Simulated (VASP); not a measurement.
# AlN (Fm-3m) in VASP: further runs, part 2 of 2

VASP 6.6.1.

**3. Single point, r2SCAN (uniaxial_z strain -3.1%)**

Contents of POSCAR:

```
AlN
1.0
    0.0000000000      2.0188684454      1.9560816368
    2.0188684454      0.0000000000      1.9560816368
    2.0188684454      2.0188684454      0.0000000000
Al N
1 1
Direct
    0.0000000000      0.0000000000      0.0000000000
    0.5000000000      0.5000000000      0.5000000000
```

Contents of INCAR.step1:

```
SYSTEM = AlN
  PREC = Accurate
  ENCUT = 520
  ISMEAR = 0
  SIGMA = 0.01
  LREAL = .False.
  LASPH = .True.
  NELM = 100
  NBANDS = 11
  GGA = PE
  ALGO = Normal
  EDIFF = 1E-4
  LWAVE = .True.
  LCHARG = .False.
```

Contents of INCAR.step2:

```
SYSTEM = AlN
  PREC = Accurate
  ENCUT = 520
  EDIFF = 1E-6
  ISMEAR = 0
  SIGMA = 0.01
  LREAL = .False.
  LASPH = .True.
  NELM = 100
  ALGO = Normal
  ISIF = 2
  LWAVE = .False.
  LCHARG = .False.
  METAGGA = R2SCAN
  LMIXTAU = .True.
  NBANDS = 11
  ISTART = 1
```

Contents of KPOINTS:

```
regular mesh
0
Gamma
  10 10 10
  0 0 0
```

Potentials or basis: VASP PAW PBE potentials, release 64 (Al, N).

Started as:

```console
cat potpaw_PBE.64/Al/POTCAR potpaw_PBE.64/N/POTCAR > POTCAR
cp INCAR.step1 INCAR
mpirun -np 1 vasp_std > vasp.out
cp INCAR.step2 INCAR
mpirun -np 1 vasp_std > vasp.out
```

OUTCAR:

```text
SYSTEM = AlN
   PREC = Accurate
   ENCUT = 520
   EDIFF = 1E-6
   ISMEAR = 0
   LREAL = .False.
   LASPH = .True.
   NELM = 100
   ISIF = 2
   METAGGA = R2SCAN
   ISTART = 1

 ion  position               nearest neighbor table
   1  0.000  0.000  0.000-   2 1.96   2 1.96   2 2.02   2 2.02   2 2.02   2 2.02
   2  0.500  0.500  0.500-   1 1.96   1 1.96   1 2.02   1 2.02   1 2.02   1 2.02

  LATTYP: Found a body centered tetragonal cell.
 ALAT       =     2.8551111361
 C/A-ratio  =     1.3702315206

  Lattice vectors:

 A1 = (   0.0000000000,  -2.0188684454,  -1.9560816368)
 A2 = (   0.0000000000,   2.0188684454,  -1.9560816368)
 A3 = (   2.0188684454,   0.0000000000,   1.9560816368)

Analysis of symmetry for initial positions (statically):
=====================================================================
 Subroutine PRICEL returns:
 Original cell was already a primitive cell.

 Routine SETGRP: Setting up the symmetry group for a
 body centered tetragonal supercell.

 Subroutine GETGRP returns: Found 16 space group operations
 (whereof 16 operations were pure point group operations)
 out of a pool of 16 trial point group operations.

The static configuration has the point symmetry D_4h.

Analysis of symmetry for dynamics (positions and initial velocities):
=====================================================================
 Subroutine PRICEL returns:
 Original cell was already a primitive cell.

 Routine SETGRP: Setting up the symmetry group for a
 body centered tetragonal supercell.

 Subroutine GETGRP returns: Found 16 space group operations
 (whereof 16 operations were pure point group operations)
 out of a pool of 16 trial point group operations.

The dynamic configuration has the point symmetry D_4h.

 Subroutine INISYM returns: Found 16 space group operations
 (whereof 16 operations are pure point group operations),
 and found     1 'primitive' translations

----------------------------------------------------------------------------------------

                                     Primitive cell

  volume of cell :      15.9453

[... 119 lines left out ...]
 non-spin polarized calculation
 Gauss-broadening in eV      SIGMA  =   0.01
  energy-cutoff  :      520.00
  volume of cell :       15.95
 maximum number of plane-waves:       444
 NGX is ok and might be reduce to    24
   NGX = 11   NGY = 11   NGZ = 11

 number of electron       7.9999999 magnetization

 Free energy of the ion-electron system (eV)
  ---------------------------------------------------
  ext. energy  EPLUGINS =         0.00000000
  ---------------------------------------------------
  free energy    TOTEN  =       -18.87235918 eV

  energy without entropy =      -18.87235918  energy(sigma->0) =      -18.87235918

 E-fermi :  10.4737     XC(G=0): -13.0554

 val. band max:       10.3157143032   @ k =   0.0000   0.0000   0.0000
 cond. band min:      15.9060185496   @ k =   0.5000   0.5000   0.0000
 fundamental gap:      5.5903042464
 Fermi energy:        10.4736978824

 k-point     1 :       0.0000    0.0000    0.0000
  band No.  band energies     occupation
      1      -8.4983      2.00000
      2      10.0746      2.00000
      3      10.3157      2.00000
      4      10.3157      2.00000
      5      17.2780      0.00000
      6      23.1324      0.00000
      7      23.1324      0.00000
      8      23.5873      0.00000
      9      28.5498      0.00000
     10      29.1746      0.00000
     11      29.6791      0.00000
[... 309 lines left out ...]
 k-point    24 :       0.4000    0.3000    0.0000
  band No.  band energies     occupation
      1      -5.2316      2.00000
      2       4.0714      2.00000
      3       7.2023      2.00000
      4       7.6594      2.00000
      5      17.2323      0.00000
      6      18.0545      0.00000
      7      24.2356      0.00000
      8      27.2598      0.00000
      9      28.2656      0.00000
     10      33.3518      0.00000
     11      37.2998      0.00000

 [... further k-points ...]

------------------------ aborting loop because EDIFF is reached ----------------------------------------

  FORCE on cell =-STRESS in cart. coord.  units (eV):
  Direction    XX          YY          ZZ          XY          YZ          ZX
  --------------------------------------------------------------------------------------
  -------------------------------------------------------------------------------------
  Total        0.5065520      0.5065520      1.6751022      0.0000000      0.0000000     -0.0000000
  in kB       50.8981063     50.8981063    168.3134681      0.0000000      0.0000000     -0.0000000
  external PRESSURE =      90.0365602 kB  Pullay stress =       0.0000000 kB

 VOLUME and BASIS-vectors are now :
 -----------------------------------------------------------------------------
  energy-cutoff  :      520.00
  volume of cell :       15.95
      direct lattice vectors                 reciprocal lattice vectors
     0.000000000  2.018868445  1.956081637    -0.247663488  0.247663488  0.255613053
     2.018868445  0.000000000  1.956081637     0.247663488 -0.247663488  0.255613053
     2.018868445  2.018868445  0.000000000     0.247663488  0.247663488 -0.255613053

 POSITION                                       TOTAL-FORCE (eV/Angst)
 -----------------------------------------------------------------------------------
      0.00000      0.00000      0.00000        -0.000000      0.000000      0.000000
      2.01887      2.01887      1.95608         0.000000      0.000000     -0.000000
 -----------------------------------------------------------------------------------
    total drift:                               -0.000000     -0.000000      0.000000

  FREE ENERGIE OF THE ION-ELECTRON SYSTEM (eV)
  ---------------------------------------------------
  free  energy   TOTEN  =       -18.8723591825 eV

  energy  without entropy=      -18.8723591825  energy(sigma->0) =      -18.87235918
```

OUTCAR.step1:

```text
SYSTEM = AlN
   PREC = Accurate
   ENCUT = 520
   ISMEAR = 0
   LREAL = .False.
   LASPH = .True.
[... 560 lines left out ...]
      0.00000      0.00000      0.00000        -0.000000     -0.000000      0.000000
      2.01887      2.01887      1.95608         0.000000      0.000000      0.000000
 -----------------------------------------------------------------------------------
    total drift:                               -0.000000     -0.000000      0.000000

  FREE ENERGIE OF THE ION-ELECTRON SYSTEM (eV)
  ---------------------------------------------------
  free  energy   TOTEN  =       -14.4918444565 eV

  energy  without entropy=      -14.4918444565  energy(sigma->0) =      -14.49184446
```

OSZICAR.step1:

```text
N       E                     dE             d eps       ncg     rms          rms(c)
DAV:   1     0.980752271413E+01    0.98075E+01   -0.39672E+03  2300   0.620E+02
DAV:   2    -0.155707222368E+02   -0.25378E+02   -0.24513E+02  2817   0.141E+02
DAV:   3    -0.162768788052E+02   -0.70616E+00   -0.70510E+00  2687   0.208E+01
DAV:   4    -0.162795879763E+02   -0.27092E-02   -0.27089E-02  2523   0.140E+00
DAV:   5    -0.162796108566E+02   -0.22880E-04   -0.22880E-04  2679   0.122E-01    0.776E+00
DAV:   6    -0.145165996935E+02    0.17630E+01   -0.73360E+00  2466   0.146E+01    0.278E+00
DAV:   7    -0.144974214183E+02    0.19178E-01   -0.20613E-01  2513   0.325E+00    0.183E+00
DAV:   8    -0.144921540178E+02    0.52674E-02   -0.15392E-02  2394   0.108E+00    0.348E-01
DAV:   9    -0.144917890534E+02    0.36496E-03   -0.14890E-03  2589   0.235E-01    0.156E-01
DAV:  10    -0.144918444565E+02   -0.55403E-04   -0.13783E-04  1446   0.866E-02
   1 F= -.14491844E+02 E0= -.14491844E+02  d E =-.708190E-36
```

Wall time 43 s (1 thread of Intel Xeon Platinum 8488C (Sapphire Rapids), shared host); peak memory 0.14 GiB.

Results:

- Free energy: -18.8724 eV
- Pressure: 9.0 GPa
- Band gap on the k mesh: 5.59 eV, indirect (least direct gap 6.96 eV)

Levels at points of the mesh, in eV from the valence-band top:
```csv
k point,band 2,band 3,band 4,band 5,band 6,band 7
"(0.00, 0.00, 0.00)",-0.24,0.00,0.00,6.96,12.82,12.82
"(0.50, 0.00, 0.00)",-8.76,-1.37,-1.25,7.03,11.76,12.59
"(0.50, 0.50, 0.00)",-7.77,-3.24,-3.24,5.59,5.64,16.02
"(0.50, 0.00, 0.50)",-7.92,-3.19,-2.77,5.89,5.96,15.62
```

Caveat: the PAW data sets were made with another functional, which shifts forces and pressure a little.

**4. Single point, PBE (hydrostatic strain +5.2%)**

Contents of INCAR:

```
ALGO     = Normal         # electronic algorithm
EDIFF    = 1E-7           # SCF threshold, eV
ENCUT    = 520            # plane-wave cutoff, eV
GGA      = PE             # functional
ISIF     = 2              # what is computed and relaxed
ISMEAR   = -1             # smearing method
LASPH    = True           # aspherical terms in the spheres
LCHARG   = False          # write CHGCAR
LREAL    = False          # projectors in reciprocal space
LWAVE    = False          # write WAVECAR
NBANDS   = 11             # bands
NELM     = 100            # most SCF steps
PREC     = Accurate       # precision mode
SIGMA    = 0.02           # smearing width, eV
```

Contents of KPOINTS:

```
k-points
0
Gamma
  10 10 10
```

Contents of POSCAR:

```
AlN
1.0
    0.0000000000      2.1248590388      2.1248590388
    2.1248590388      0.0000000000      2.1248590388
    2.1248590388      2.1248590388      0.0000000000
Al N
1 1
Direct
    0.0000000000      0.0000000000      0.0000000000
    0.5000000000      0.5000000000      0.5000000000
```

Started as:

```console
cat potpaw_PBE.64/Al/POTCAR potpaw_PBE.64/N/POTCAR > POTCAR
mpirun -np 1 vasp_std > vasp.out
```

Wall time 9 s (1 thread of Intel Xeon Platinum 8488C (Sapphire Rapids), shared host); peak memory 0.13 GiB.

It converged, with:

```
Free energy            : -14.3415 eV
Pressure               : -25.2 GPa
Band gap on the k mesh : 3.26 eV, indirect (least direct gap 3.68 eV)
```

Levels at points of the mesh, in eV from the valence-band top:
| k point | band 1 | band 2 | band 3 | band 4 | band 5 | band 6 | band 7 | band 8 | band 9 |
| --- | --- | --- | --- | --- | --- | --- | --- | --- | --- |
| (0.00, 0.00, 0.00) | -16.28 | 0.00 | 0.00 | 0.00 | 3.68 | 11.67 | 11.67 | 11.67 | 16.43 |
| (0.50, 0.00, 0.00) | -13.58 | -7.41 | -0.83 | -0.83 | 5.23 | 9.84 | 9.84 | 11.10 | 14.63 |
| (0.50, 0.50, 0.00) | -12.80 | -6.43 | -2.43 | -2.43 | 3.26 | 5.51 | 12.31 | 15.01 | 15.01 |

Caveat: so large a pressure means that the cell lies far from this level's equilibrium, or that cutoff or potentials fall short.

**5. The runs side by side**

```tsv
level	cell	k mesh	smearing	exchange at q = 0	grid for exact exchange (PRECFOCK)	screening parameter	gap on the mesh (eV)	pressure (GPa)
HSE06	hydrostatic strain +5.2%	8 × 8 × 8	gaussian 0.01 eV	truncated	Normal	0.2079 1/A	4.48	-32.5
r2SCAN	uniaxial_z strain -3.1%	10 × 10 × 10	gaussian 0.01 eV	-	-	-	5.59	9.0
PBE	hydrostatic strain +5.2%	10 × 10 × 10	fermi-dirac 0.02 eV	-	-	-	3.26	-25.2
```

Alike in all rows: task single point; potentials or basis VASP PAW PBE potentials, release 64 (Al, N); no spin polarisation; cutoff (eV) 520.

Caveats: so large a pressure means that the cell lies far from this level's equilibrium, or that cutoff or potentials fall short (some runs); the cell as given lies far from equilibrium (some runs); the potentials were made for another functional, which shifts forces and pressure (some runs); the PAW data sets were made with another functional, which shifts forces and pressure a little (some runs).

Total energies depend on the potentials used, so only differences within one code and one set of settings carry meaning.
